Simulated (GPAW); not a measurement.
Runs of GPAW 26.7.0 on TiC. Symmetry: Fm-3m, No. 225, cubic system. Conventional cell: a = 4.331 Å, b = 4.331 Å, c = 4.331 Å, α = 90.00°, β = 90.00°, γ = 90.00°. Around Ti (site symmetry m-3m) lie 6 C at 2.17 Å. C (site symmetry m-3m) is surrounded by 6 Ti at 2.17 Å. The cell is a database's computed one.

| task | level | potentials or basis | cell | optimizer | fmax | max steps | convergence | target pressure | gap on the mesh (eV) | pressure (GPa) | relaxed volume (Å³/atom) |
| --- | --- | --- | --- | --- | --- | --- | --- | --- | --- | --- | --- |
| relaxation of cell and atoms | PBEsol+D3(BJ) | PAW data sets generated in the run's folder for this functional, pw | relaxed | BFGS | 0.02 eV/Å | 100 | density=1e-05 forces=0.0001 | - | none | 0.0 | 9.68 |
| relaxation of cell and atoms | RPBE+D4 | the program's PAW data sets (release 1.2.1) made for this functional, pw | relaxed | LBFGS | 0.01 eV/Å | 40 | density=1e-05 forces=0.0001 | - | none | 0.1 | (a) |
| relaxation of cell and atoms | PBEsol+D4 | PAW data sets generated in the run's folder for this functional, pw | relaxed to 20 GPa | LBFGS | 0.01 eV/Å | 40 | density=1e-05 forces=0.0001 | 20 GPa | none | 19.9 | - |
| relaxation of cell and atoms | RPBE+D3(BJ) | the program's PAW data sets (release 1.2.1) made for this functional, pw | relaxed | LBFGS | 0.01 eV/Å | 40 | density=1e-05 forces=0.0001 | - | none | 0.0 | 8.92 |
| Fermi surface | PBEsol | PAW data sets generated in the run's folder for this functional, pw | as given | - | - | - | - | - | none | -5.9 | - |
| electron localisation function | PBEsol | PAW data sets generated in the run's folder for this functional, pw | as given | - | - | - | - | - | none | -5.9 | - |

Alike in all rows: no spin polarisation; k mesh 11 × 11 × 11; cutoff (eV) 800; smearing fermi-dirac 0.05 eV.

Fill in the values left out.

(a) 9.95.

Caveats: later steps reuse the first step's grids (some runs); pairwise dispersion overbinds metals, which lowers pressure and volume (some runs).

A gap of «none» marks a metal or a gap under the smearing width.

Runs at the PBE level aren't shown here.
